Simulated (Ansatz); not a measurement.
GaN:

```
CELL_PARAMETERS angstrom
0.00000 2.13524 2.13524
2.13524 0.00000 2.13524
2.13524 2.13524 0.00000
ATOMIC_POSITIONS crystal
Ga 0.00000 0.00000 0.00000
N 0.50000 0.50000 0.50000
```

Measurements of this composition are mostly on another form, of space group No. 186.

Base run:

| Quantity | Value |
| --- | --- |
| Program | Ansatz 0.2.0 |
| Functional | PBE |
| Potentials or basis | Ansatz PAW |
| Cutoff | 420 eV (not typed: the program's choice for these potentials) |
| k mesh | 11 × 11 × 11 |
| Occupations | fermi-dirac, width 0.05 eV |
| Spin | no spin polarisation |

Its results: band gap on the k mesh 0.55 eV, indirect (least direct gap 2.36 eV); pressure -0.3 GPa.

Problem. The run is repeated on the same cell with these changes: functional from PBE to PBEsol. What comes out?

Solution. Band gap on the k mesh 0.47 eV, indirect (least direct gap 2.36 eV); pressure -7.7 GPa.

PBEsol binds more tightly than PBE, so the same cell stands under less pressure.

Caveats: the k mesh misses the band edges, so the gap on the mesh is wider than the one along the path; the PAW data sets come from PBE, with cores solved anew for the run's functional, which leaves a small shift of forces and pressure (some runs).
